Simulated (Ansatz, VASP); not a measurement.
**One calculation of Ni, two programs**

```
Ni
1.0
     0.00000    1.73757    1.73757
     1.73757    0.00000    1.73757
     1.73757    1.73757    0.00000
Ni
1
Direct
  0.00000 0.00000 0.00000
```

Alike in both runs: task single point; functional PBE; k mesh 13 × 13 × 13; occupations gaussian, width 0.013 eV; collinear spin, ferromagnetic start.

|  | VASP | Ansatz |
| --- | --- | --- |
| version | VASP 6.6.1 | Ansatz 0.2.0 |
| potentials or method | VASP PAW PBE potentials, release 64 (Ni) | Ansatz PAW |
| plane-wave cutoff (eV) | 520 | 420 |
| valence electrons in the cell | 10 | 18 |

```csv
,VASP,Ansatz,Ansatz less VASP
gap on the k mesh at the Fermi level (eV),none,none,-
pressure (GPa),7.7,8.0,+0.34
net moment per atom (μB),0.62,0.64,+0.020
size of the moment on the site where the two differ most (μB),0.63,0.68,+0.047
```

Site moments also hang on the region over which each program counts them. A gap of «none» marks a metal or a gap that the smearing closes. The two sets of potentials don't hold the same shells in valence.
